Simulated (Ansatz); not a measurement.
GeO$_{2}$:
```
CELL_PARAMETERS angstrom
      4.42785     0.00000     0.00000
      0.00000     4.42785     0.00000
      0.00000     0.00000     2.88428
ATOMIC_POSITIONS crystal
  Ge 0.50000 0.50000 0.50000
  Ge 0.00000 0.00000 0.00000
  O  0.69369 0.69369 0.00000
  O  0.30631 0.30631 0.00000
  O  0.80631 0.19369 0.50000
  O  0.19369 0.80631 0.50000
```

The program Ansatz at the PBEsol level (PAW) gives a gap of 1.57 eV without spin–orbit coupling, maximum at Γ, minimum at Γ.

What happens when spin–orbit coupling is switched on?

The gap stays essentially unchanged, to 1.57 eV; maximum at Γ, minimum at Γ.

Give the electron effective mass with spin–orbit coupling.

0.20, 0.24, 0.24 mₑ (principal values).

Give the hole effective mass with spin–orbit coupling.

1.1, 1.1, 1.8 mₑ (principal values).

Space group P4_2/mnm (rutile). The cell was relaxed with PBEsol under the symmetry of its start; phonons on a q-mesh show no instability.

Potentials: the later of the program's two PAW sets.
